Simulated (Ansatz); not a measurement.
# TaC: the crystal squeezed far, part 2 of 3

Aim: compress TaC (rocksalt type) step by step, far beyond the usual range, and follow pressure and electronic structure. Methods of the runs shown: PAW. Its runs: cell relaxed at zero pressure (PAW); volume scaled by 1 (PAW); volume scaled by 0.94 (PAW); volume scaled by 0.88 (PAW); volume scaled by 0.8 (PAW); volume scaled by 0.72 (PAW); volume scaled by 0.64 (PAW); volume scaled by 0.55 (PAW).

Ansatz 0.2.0; DFT PBEsol; a cell built from a prototype (rocksalt type), not taken from measurement. The steps go on from the part before.

## (5) Volume scaled by 0.94, PAW

File input.yaml:

```yaml
crystal:
  lattice:
    - [0.0, 2.1747515509, 2.1747515509]
    - [2.1747515509, 0.0, 2.1747515509]
    - [2.1747515509, 2.1747515509, 0.0]
  atoms:
    - { symbol: Ta, position: [0.0, 0.0, 0.0] }
    - { symbol: C, position: [0.5, 0.5, 0.5] }
kpoints:
  mp_grid: { grid: [15, 15, 15] }
scf:
  occupations: { method: fermi_dirac, width: 0.08 }
hamiltonian:
  xc: pbesol
  pseudopotentials: { kind: paw }
output:
  forces: true
  stress: true
  eigenvalues: true
  populations: true
  write_density: true
  write_potential: true
  elf: true
  volumetric_format: npy
```

Started as:

```
> ansatz run input.yaml --threads 1 --pin off --max-ram 2048MiB --backend cpu --events-out ev --progress --plain --runs-dir out
```

Output (excerpt; [...] marks lines left out):

```text
[...]
Pseudopotentials: kind: paw
Pseudopotential: Ta, paw, valence charge 13, recommended cutoff 420 eV (normal)
Pseudopotential: C, paw, valence charge 4, recommended cutoff 420 eV (normal)
Functional definition: PBEsol
[...]
Crystal: 2 atoms, lattice volume = 20.571 Å³
Basis set: ecut = 420 eV, 411 PW (Γ), exchange–correlation on 48×48×48 points (8 copies of the dense FFT grid, shifted against one another)
[...]
        0.000000      24.213280       0.000000
       -0.000000       0.000000      24.213280
  P = ⅓ Tr σ = 24.2133 GPa (242.133 kbar)
--- Band table (eV; the first three rows and the last of 120) ---
  k-point 0: bands = ["-47.0163", "-13.2774", "-13.2774", "-13.2774", "6.2001", "19.9678", "19.9678", "19.9678", "20.9661", "20.9661", "20.9661", "22.1940", "22.1940"]
[...]
--- Löwdin populations: 2 sites ---
  site symbol       q [e]
     0     Ta     12.1988
     1      C      4.7471
  spilling = 0.003181 (of n_electrons = 17.000000)
```

It took 1.8 s on 1 thread of Intel Xeon Platinum 8559C (Emerald Rapids), shared host; peak memory 0.38 GiB.

Read from it: pressure 24.21 GPa; no gap.

The fields are shown in the conventional cell of this run's space group, carried over from its grid by interpolation.

Density in a lattice plane of the grid's cell (edges 4.35 and 4.35 Å, at 0.000 of the third edge), which holds Ta and C.

Values in e/Å³, 12 rows by 12 columns:
```
4.45 3.99 1.64 0.55 0.77 1.39 1.68 1.39 0.77 0.55 1.64 3.99
2.36 1.64 0.62 0.35 0.48 0.77 0.97 0.77 0.48 0.35 0.62 1.64
0.70 0.55 0.35 0.28 0.35 0.55 0.70 0.55 0.35 0.28 0.35 0.55
0.97 0.77 0.48 0.35 0.62 1.64 2.36 1.64 0.62 0.35 0.48 0.77
1.68 1.39 0.77 0.55 1.64 3.99 4.45 3.99 1.64 0.55 0.77 1.39
1.73 1.68 0.97 0.70 2.36 4.45 3.07 4.45 2.36 0.70 0.97 1.68
1.68 1.39 0.77 0.55 1.64 3.99 4.45 3.99 1.64 0.55 0.77 1.39
0.97 0.77 0.48 0.35 0.62 1.64 2.36 1.64 0.62 0.35 0.48 0.77
0.70 0.55 0.35 0.28 0.35 0.55 0.70 0.55 0.35 0.28 0.35 0.55
2.36 1.64 0.62 0.35 0.48 0.77 0.97 0.77 0.48 0.35 0.62 1.64
4.45 3.99 1.64 0.55 0.77 1.39 1.68 1.39 0.77 0.55 1.64 3.99
3.07 4.45 2.36 0.70 0.97 1.68 1.73 1.68 0.97 0.70 2.36 4.45
```
Columns run along the first of these edges and rows up along the second, over one cell in 12 and 12 even steps from the bottom left corner. Atoms in the plane (fractional): Ta at (0.00, 0.00), Ta at (0.50, 0.50), C at (0.00, 0.50), C at (0.50, 0.00).

ELF in the same plane.

Ten even steps from '0' (0.00) to '9' (0.76):
```
247974369973137996347974
789853369998789996335898
887532368999999986323578
554322346677777664322345
333333333333333333333333
777664322345554322346677
999986323578887532368999
789996335898789853369998
137996347974247974369973
015896347861016874369851
137996347974247974369973
789996335898789853369998
999986323578887532368999
777664322345554322346677
333333333333333333333333
554322346677777664322345
887532368999999986323578
789853369998789996335898
247974369973137996347974
016874369851015896347861
```
Columns run along the first of these edges and rows up along the second, over one cell in 24 and 20 even steps from the bottom left corner. Atoms in the plane (fractional): Ta at (0.00, 0.00), Ta at (0.50, 0.50), C at (0.00, 0.50), C at (0.50, 0.00).

Both are smooth fields of the valence electrons: close to the nuclei they are not physical.

The highest ELF values outside the cores: 0.78 in the shell around C, 0.7 Å from C.

## (6) Volume scaled by 0.88, PAW

File input.yaml:

```yaml
crystal:
  lattice:
    - [0.0, 2.1274592754, 2.1274592754]
    - [2.1274592754, 0.0, 2.1274592754]
    - [2.1274592754, 2.1274592754, 0.0]
  atoms:
    - { symbol: Ta, position: [0.0, 0.0, 0.0] }
    - { symbol: C, position: [0.5, 0.5, 0.5] }
kpoints:
  mp_grid: { grid: [15, 15, 15] }
  band_path:
    path:
      - [0.0, 0.0, 0.0]
      - [0.5, 0.0, 0.5]
      - [0.625, 0.25, 0.625]
      - [0.375, 0.375, 0.75]
      - [0.0, 0.0, 0.0]
      - [0.5, 0.5, 0.5]
      - [0.5, 0.25, 0.75]
      - [0.5, 0.0, 0.5]
    npoints: 8
scf:
  occupations: { method: fermi_dirac, width: 0.08 }
hamiltonian:
  xc: pbesol
  pseudopotentials: { kind: paw }
output:
  forces: true
  stress: true
  eigenvalues: true
  populations: true
  dos: { projected: true, de: 0.2, e_range: [-14, 8] }
  write_density: true
  write_potential: true
  elf: true
  volumetric_format: npy
```

Started as:

```
> ansatz run input.yaml --threads 1 --pin off --max-ram 2048MiB --backend cpu --events-out ev --progress --plain --runs-dir out
```

Output:

```text
Engine: ansatz 0.2.0
[... 4 set-up lines as earlier in the session ...]
  exchange = pbesol_x
  correlation = pbesol_c
Crystal: 2 atoms, lattice volume = 19.258 Å³
Basis set: ecut = 420 eV, 339 PW (Γ), exchange–correlation on 48×48×48 points (8 copies of the dense FFT grid, shifted against one another)
Bands: 13, of which v1, the nominal top of the filled ones, is band 9 counted from 1 (8 counted from 0)
[... 2 set-up lines as earlier in the session ...]
k-points: 120 of 3375
Non-local potential: Ta, projectors of the file, l = 0: 3, l = 1: 2, l = 2: 2, l = 3: 1
Non-local potential: C, projectors of the file, l = 0: 2, l = 1: 2, l = 2: 1
PAW form: soft (Blöchl's): semilocal exchange-correlation on the pseudo side does not see the compensation charge
PAW frozen core: Ta, regenerated for the run's functional, and the local potential with it (the file was generated under x = pbe(κ = 0.804, μ = 0.2195149727645171), c = pbe(β = 0.06672455060314922))
PAW frozen core: C, regenerated for the run's functional, and the local potential with it (the file was generated under x = pbe(κ = 0.804, μ = 0.2195149727645171), c = pbe(β = 0.06672455060314922))
PAW one-centre angular grid: Ta, 590 points (default); XC on 64 Gauss nodes
PAW one-centre angular grid: C, 110 points (default); XC on 64 Gauss nodes
Initial density: superposition of atomic densities (neutral atoms: chi_scale 0, normalization atom), corrected by the library's trained network
Initial wavefunctions: pseudopotential atomic-orbital guess
Functional: x = pbesol(κ = 0.804, μ = 0.12345679012345678), c = pbesol(β = 0.046)
SCF iter   1: F=—  HF=-10054.131897 eV  |F-HF|=—  |Δ(HF+E_count)|=         —  Δρ=9.87e-3  dr2=2.00e-2  ethr=1.77e-3  ⟨swp⟩=5.6  Hψ=8372  notcnv=0
preconditioner: auto → none  [metal: Δε(μ)=0.040 eV  Ē_g=11.600 eV  σ=0.080 eV  W_gap=0.12  n_scr=8 (ndim 8)  ℏωp=25.4 eV  f_vac=0.000  D(μ)=0.77/eV (n_scr^D=8)  sad-step TF]
SCF iter   2: F=—  HF=-10054.129078 eV  |F-HF|=—  |Δ(HF+E_count)|=   2.82e-3  Δρ=6.50e-3  dr2=9.24e-3  ethr=1.18e-4  ⟨swp⟩=1.0  Hψ=2520  notcnv=0
SCF iter   3: F=—  HF=-10054.126784 eV  |F-HF|=—  |Δ(HF+E_count)|=   2.29e-3  Δρ=5.93e-4  dr2=3.14e-5  ethr=5.44e-5  ⟨swp⟩=2.1  Hψ=1965  notcnv=0
SCF iter   4: F=—  HF=-10054.126759 eV  |F-HF|=—  |Δ(HF+E_count)|=   2.50e-5  Δρ=1.26e-4  dr2=1.52e-6  ethr=1.84e-7  ⟨swp⟩=2.3  Hψ=2588  notcnv=0
iter 5 did not close the SCF: its close was put off for the readings that it lacked (scf_convergence_deferred on its scf_iter line)
SCF iter   5: F=-10054.126759 eV  HF=-10054.126759 eV  |F-HF|=2.97e-8  |Δ(HF+E_count)|=   4.44e-7  Δρ=1.64e-5  dr2=4.17e-8  ethr=8.92e-9  ⟨swp⟩=2.1  Hψ=2080  notcnv=0
SCF iter   6: F=-10054.126759 eV  HF=-10054.126759 eV  |F-HF|=1.09e-10  |Δ(HF+E_count)|=   1.01e-8  Δρ=2.01e-6  dr2=2.54e-10  ethr=2.45e-10  ⟨swp⟩=6.2  Hψ=8748  notcnv=0
SCF 1 converged in 6 iterations: F = -10054.126759 eV  dr2 = 2.54e-10
NSCF: frozen V_eff on 57 k-points
SCF converged after 6 iterations
Free energy (F): -10054.126759 eV
Harris-Foulkes:  -10054.126759 eV  (|F-HF|=1.09e-10)
Internal energy: -10054.111493 eV  (E = F + TS)
E sigma→0 (E₀):  -10054.119126 eV
Entropy (-TS):   -0.015266 eV (-7.633 meV/atom)
Fermi energy:    22.980171 eV
--- Per-component energies (eV) ---
  E_band       = -15.084062
  E_kinetic    = 468.552984
  E_local      = -469.637047  (includes V_loc(G=0)·N_el)
  E_nonlocal   = 46.406014
  E_hartree    = 166.964489
  E_xc         = -269.931326
  E_vxc        = -269.929389  (∫ρ·V_xc dr)
  E_paw        = -8369.676779  (= ΣΔE_a)
  E_vpaw       = -124.405596  (= ΣTr[D̂ρ^β])
  E_aug_tail   = 0.000182  (compensation charges beyond the density's cutoff)
  E_ewald      = -1627.024758
  E_core_change = 0.234747  (= ΣΔE_core)
  E_smearing   = -0.015266  (= −TS)
  E_closure    = -0.000000  (closes the sum)
  Σ components = -10054.126759   (vs F -10054.126759, Δ=0.00e0)
--- Forces (eV/Å), atoms counted from 1 ---
  atom   1  Ta    -0.00000000    -0.00000000     0.00000000
  atom   2  C      0.00000000    -0.00000000     0.00000000
  max |Σ_I F_I| component: 6.44e-30 eV/Å
--- Stress (GPa, compression-positive) ---
       57.330618       0.000000      -0.000000
        0.000000      57.330618       0.000000
        0.000000       0.000000      57.330618
  P = ⅓ Tr σ = 57.3306 GPa (573.306 kbar)
--- Band table (eV; the first three rows and the last of 120) ---
  k-point 0: bands = ["-45.2934", "-11.5318", "-11.5318", "-11.5318", "7.3005", "21.3692", "21.3692", "21.3692", "22.4780", "22.4780", "22.4780", "23.8183", "23.8183"]
  k-point 1: bands = ["-45.2895", "-11.5887", "-11.5370", "-11.5370", "7.4557", "20.6754", "21.0885", "21.0885", "21.9958", "21.9958", "22.9083", "24.8758", "24.8758"]
  k-point 2: bands = ["-45.2783", "-11.7465", "-11.5515", "-11.5515", "7.9033", "19.4883", "20.0452", "20.0452", "22.2304", "22.2304", "23.4189", "26.5570", "26.5570"]
  k-point 119: bands = ["-45.1712", "-12.3033", "-12.2566", "-11.9478", "10.5976", "16.8945", "17.7070", "17.7709", "24.4691", "25.2435", "28.0692", "29.3711", "31.1369"]
--- Löwdin populations: 2 sites ---
  site symbol       q [e]
     0     Ta     12.2319
     1      C      4.7166
  spilling = 0.003031 (of n_electrons = 17.000000)
```

Run time: 1.9 s. Hardware: 1 thread of Intel Xeon Platinum 8559C (Emerald Rapids), shared host; peak memory 0.38 GiB.

Read from it: pressure 57.33 GPa; no gap.

The fields are shown in the conventional cell of this run's space group, carried over from its grid by interpolation.

Density in a lattice plane of the grid's cell (edges 4.25 and 4.25 Å, at 0.000 of the third edge), which holds Ta and C.

Values in e/Å³, 12 rows by 12 columns:
```
4.46 4.08 1.78 0.61 0.83 1.45 1.73 1.45 0.83 0.60 1.78 4.08
2.50 1.78 0.69 0.39 0.52 0.83 1.03 0.83 0.52 0.39 0.69 1.78
0.78 0.61 0.39 0.31 0.39 0.61 0.78 0.60 0.39 0.31 0.39 0.60
1.03 0.83 0.52 0.39 0.69 1.78 2.50 1.78 0.69 0.39 0.52 0.83
1.73 1.45 0.83 0.61 1.78 4.08 4.46 4.08 1.78 0.60 0.83 1.45
1.77 1.73 1.03 0.78 2.50 4.46 3.08 4.46 2.50 0.78 1.03 1.73
1.73 1.45 0.83 0.60 1.78 4.08 4.46 4.08 1.78 0.61 0.83 1.45
1.03 0.83 0.52 0.39 0.69 1.78 2.50 1.78 0.69 0.39 0.52 0.83
0.78 0.60 0.39 0.31 0.39 0.60 0.78 0.61 0.39 0.31 0.39 0.61
2.50 1.78 0.69 0.39 0.52 0.83 1.03 0.83 0.52 0.39 0.69 1.78
4.46 4.08 1.78 0.60 0.83 1.45 1.73 1.45 0.83 0.61 1.78 4.08
3.08 4.46 2.50 0.78 1.03 1.73 1.77 1.73 1.03 0.78 2.50 4.46
```
Columns run along the first of these edges and rows up along the second, over one cell in 12 and 12 even steps from the bottom left corner. Atoms in the plane (fractional): Ta at (0.00, 0.00), Ta at (0.50, 0.50), C at (0.00, 0.50), C at (0.50, 0.00).

ELF in the same plane.

Ten even steps from '0' (0.00) to '9' (0.76):
```
247974369963137996347974
789863369997779996336898
888632368999999986323688
554322346677777664322345
333333333333333333333333
777664322345554322346677
999986323688888632368999
779996336898789863369997
136996347974247974369973
015896347861016874369851
137996347974247974369963
779996336898789863369997
999986323688888632368999
777664322345554322346677
333333333333333333333333
554322346677777664322345
888632368999999986323688
789863369997779996336898
247974369973136996347974
016874369851015896347861
```
Columns run along the first of these edges and rows up along the second, over one cell in 24 and 20 even steps from the bottom left corner. Atoms in the plane (fractional): Ta at (0.00, 0.00), Ta at (0.50, 0.50), C at (0.00, 0.50), C at (0.50, 0.00).

Both are smooth fields of the valence electrons: close to the nuclei they are not physical.

The highest ELF values outside the cores: 0.77 in the shell around C, 0.7 Å from C.

## (7) Volume scaled by 0.8, PAW

File input.yaml:

```yaml
crystal:
  lattice:
    - [0.0, 2.0609321477, 2.0609321477]
    - [2.0609321477, 0.0, 2.0609321477]
    - [2.0609321477, 2.0609321477, 0.0]
  atoms:
    - { symbol: Ta, position: [0.0, 0.0, 0.0] }
    - { symbol: C, position: [0.5, 0.5, 0.5] }
kpoints:
  mp_grid: { grid: [15, 15, 15] }
scf:
  occupations: { method: fermi_dirac, width: 0.08 }
hamiltonian:
  xc: pbesol
  pseudopotentials: { kind: paw }
output:
  forces: true
  stress: true
  eigenvalues: true
  populations: true
  write_density: true
  write_potential: true
  elf: true
  volumetric_format: npy
```

Started as:

```
> ansatz run input.yaml --threads 1 --pin off --max-ram 2048MiB --backend cpu --events-out ev --progress --plain --runs-dir out
```

Output (excerpt; [...] marks lines left out):

```text
[...]
[... 4 set-up lines as earlier in the session ...]
[...]
Crystal: 2 atoms, lattice volume = 17.507 Å³
Basis set: ecut = 420 eV, 331 PW (Γ), exchange–correlation on 40×40×40 points (8 copies of the dense FFT grid, shifted against one another)
[...]
        0.000000     121.656316      -0.000000
       -0.000000      -0.000000     121.656316
  P = ⅓ Tr σ = 121.6563 GPa (1216.563 kbar)
--- Band table (eV; the first three rows and the last of 120) ---
  k-point 0: bands = ["-42.6831", "-8.8600", "-8.8600", "-8.8600", "9.0633", "23.5096", "23.5096", "23.5096", "24.8083", "24.8083", "24.8083", "26.3104", "26.3104"]
[...]
--- Löwdin populations: 2 sites ---
  site symbol       q [e]
     0     Ta     12.2838
     1      C      4.6675
  spilling = 0.002863 (of n_electrons = 17.000000)
```

It took 1.6 s on 1 thread of Intel Xeon Platinum 8559C (Emerald Rapids), shared host; peak memory 0.37 GiB.

In short: pressure 121.66 GPa; no gap.

The fields are shown in the conventional cell of this run's space group, carried over from its grid by interpolation.

Density in a lattice plane of the grid's cell (edges 4.12 and 4.12 Å, at 0.000 of the third edge), which holds Ta and C.

Ten even steps from ' ' (0.35 e/Å³) to '@' (4.49 e/Å³):
```
%%@@@@%%++::......::----------::......::++%%@@@@
@@@@%%**--..    ....::------::....    ..--**%%@@
##**++--..        ....::::::....        ..--++**
--::::..              ......              ..::::
....                  ......                  ..
....              ..::::--::::..              ..
::::....        ..--++**##**++--..        ....::
----::....    ..--**%%@@@@@@%%**--..    ....::--
------::......::++%%@@@@%%@@@@%%++::......::----
------::......::++%%@@%%**%%@@%%++::......::----
------::......::++%%@@@@%%@@@@%%++::......::----
----::....    ..--**%%@@@@@@%%**--..    ....::--
::::....        ..--++**##**++--..        ....::
....              ..::::--::::..              ..
....                  ......                  ..
--::::..              ......              ..::::
##**++--..        ....::::::....        ..--++**
@@@@%%**--..    ....::------::....    ..--**%%@@
%%@@@@%%++::......::----------::......::++%%@@@@
**%%@@%%++::......::----------::......::++%%@@%%
```
Columns run along the first of these edges and rows up along the second, over one cell in 24 and 20 even steps from the bottom left corner. Atoms in the plane (fractional): Ta at (0.00, 0.00), Ta at (0.50, 0.50), C at (0.00, 0.50), C at (0.50, 0.00).

ELF in the same plane.

Values, 12 rows by 12 columns:
```
0.45 0.67 0.54 0.28 0.70 0.65 0.40 0.65 0.70 0.28 0.54 0.67
0.61 0.54 0.26 0.26 0.59 0.70 0.68 0.70 0.59 0.26 0.27 0.54
0.30 0.28 0.26 0.26 0.26 0.28 0.30 0.28 0.26 0.26 0.26 0.28
0.68 0.70 0.59 0.26 0.26 0.54 0.61 0.54 0.27 0.26 0.59 0.70
0.40 0.65 0.70 0.28 0.54 0.67 0.45 0.67 0.54 0.28 0.70 0.65
0.00 0.40 0.68 0.30 0.61 0.45 0.00 0.45 0.61 0.30 0.68 0.40
0.40 0.65 0.70 0.28 0.54 0.67 0.45 0.67 0.54 0.28 0.70 0.65
0.68 0.70 0.59 0.26 0.27 0.54 0.61 0.54 0.26 0.26 0.59 0.70
0.30 0.28 0.26 0.26 0.26 0.28 0.30 0.28 0.26 0.26 0.26 0.28
0.61 0.54 0.27 0.26 0.59 0.70 0.68 0.70 0.59 0.26 0.26 0.54
0.45 0.67 0.54 0.28 0.70 0.65 0.40 0.65 0.70 0.28 0.54 0.67
0.00 0.45 0.61 0.30 0.68 0.40 0.00 0.40 0.68 0.30 0.61 0.45
```
Columns run along the first of these edges and rows up along the second, over one cell in 12 and 12 even steps from the bottom left corner. Atoms in the plane (fractional): Ta at (0.00, 0.00), Ta at (0.50, 0.50), C at (0.00, 0.50), C at (0.50, 0.00).

Both are smooth fields of the valence electrons: close to the nuclei they are not physical.

Outside the cores ELF peaks at 0.78 beside C, off the lines to its neighbours, 0.6 Å from C; 0.78 in the shell around C, 0.6 Å from C.

## (8) Volume scaled by 0.72, PAW

Edit input.yaml of step 7 so:

```diff
@@ -2,5 +2,5 @@
   lattice:
-    - [0.0, 2.0609321477, 2.0609321477]
-    - [2.0609321477, 0.0, 2.0609321477]
-    - [2.0609321477, 2.0609321477, 0.0]
+    - [0.0, 1.989808111, 1.989808111]
+    - [1.989808111, 0.0, 1.989808111]
+    - [1.989808111, 1.989808111, 0.0]
   atoms:
```

Started as:

```
> ansatz run input.yaml --threads 1 --pin off --max-ram 2048MiB --backend cpu --events-out ev --progress --plain --runs-dir out
```

Output (excerpt; [...] marks lines left out):

```text
[...]
[... 4 set-up lines as earlier in the session ...]
[...]
Crystal: 2 atoms, lattice volume = 15.757 Å³
Basis set: ecut = 420 eV, 331 PW (Γ), exchange–correlation on 40×40×40 points (8 copies of the dense FFT grid, shifted against one another)
[...]
        0.000000     221.817821       0.000000
        0.000000      -0.000000     221.817821
  P = ⅓ Tr σ = 221.8178 GPa (2218.178 kbar)
--- Band table (eV; the first three rows and the last of 120) ---
  k-point 0: bands = ["-39.6393", "-5.6909", "-5.6909", "-5.6909", "11.2894", "26.0447", "26.0447", "26.0447", "27.6078", "27.6078", "27.6078", "29.2796", "29.2796"]
[...]
--- Löwdin populations: 2 sites ---
  site symbol       q [e]
     0     Ta     12.3462
     1      C      4.6070
  spilling = 0.002751 (of n_electrons = 17.000000)
```

Run time: 1.4 s. Hardware: 1 thread of Intel Xeon Platinum 8559C (Emerald Rapids), shared host; peak memory 0.34 GiB.

Result: pressure 221.82 GPa; no gap.

The fields are shown in the conventional cell of this run's space group, carried over from its grid by interpolation.

Density in a lattice plane of the grid's cell (edges 3.98 and 3.98 Å, at 0.000 of the third edge), which holds Ta and C.

Ten even steps from ' ' (0.41 e/Å³) to '@' (4.55 e/Å³):
```
%%@@@@%%++::......::----------::......::++%%@@@@
@@@@%%**--..    ..::::------::::..    ..--**%%@@
####++--..        ....::::::....        ..--++##
----::..            ..........            ..::--
....                  ......                  ..
......            ..::------::..            ....
::::....        ..--++######++--..        ....::
----::::..    ..--**%%@@@@@@%%**--..    ..::::--
------::......::++%%@@@@%%@@@@%%++::......::----
------::::....--**@@@@%%**%%@@@@**--....::::----
------::......::++%%@@@@%%@@@@%%++::......::----
----::::..    ..--**%%@@@@@@%%**--..    ..::::--
::::....        ..--++######++--..        ....::
......            ..::------::..            ....
....                  ......                  ..
----::..            ..........            ..::--
####++--..        ....::::::....        ..--++##
@@@@%%**--..    ..::::------::::..    ..--**%%@@
%%@@@@%%++::......::----------::......::++%%@@@@
**%%@@@@**--....::::----------::::....--**@@@@%%
```
Columns run along the first of these edges and rows up along the second, over one cell in 24 and 20 even steps from the bottom left corner. Atoms in the plane (fractional): Ta at (0.00, 0.00), Ta at (0.50, 0.50), C at (0.00, 0.50), C at (0.50, 0.00).

ELF in the same plane.

Values, 12 rows by 12 columns:
```
0.43 0.65 0.56 0.29 0.68 0.64 0.38 0.64 0.68 0.29 0.56 0.66
0.62 0.56 0.29 0.26 0.58 0.68 0.66 0.68 0.58 0.26 0.29 0.56
0.31 0.29 0.26 0.25 0.26 0.29 0.31 0.29 0.26 0.25 0.26 0.29
0.66 0.68 0.58 0.26 0.29 0.56 0.62 0.56 0.29 0.26 0.58 0.68
0.38 0.64 0.68 0.29 0.56 0.65 0.43 0.66 0.56 0.29 0.68 0.64
0.00 0.38 0.66 0.31 0.62 0.43 0.00 0.43 0.62 0.31 0.66 0.38
0.38 0.64 0.68 0.29 0.56 0.66 0.43 0.65 0.56 0.29 0.68 0.64
0.66 0.68 0.58 0.26 0.29 0.56 0.62 0.56 0.29 0.26 0.58 0.68
0.31 0.29 0.26 0.25 0.26 0.29 0.31 0.29 0.26 0.25 0.26 0.29
0.62 0.56 0.29 0.26 0.58 0.68 0.66 0.68 0.58 0.26 0.29 0.56
0.43 0.66 0.56 0.29 0.68 0.64 0.38 0.64 0.68 0.29 0.56 0.65
0.00 0.43 0.62 0.31 0.66 0.38 0.00 0.38 0.66 0.31 0.62 0.43
```
Columns run along the first of these edges and rows up along the second, over one cell in 12 and 12 even steps from the bottom left corner. Atoms in the plane (fractional): Ta at (0.00, 0.00), Ta at (0.50, 0.50), C at (0.00, 0.50), C at (0.50, 0.00).

Both are smooth fields of the valence electrons: close to the nuclei they are not physical.

The highest ELF values outside the cores: 0.77 beside C, off the lines to its neighbours, 0.6 Å from C.

[end of part 2 of 3]
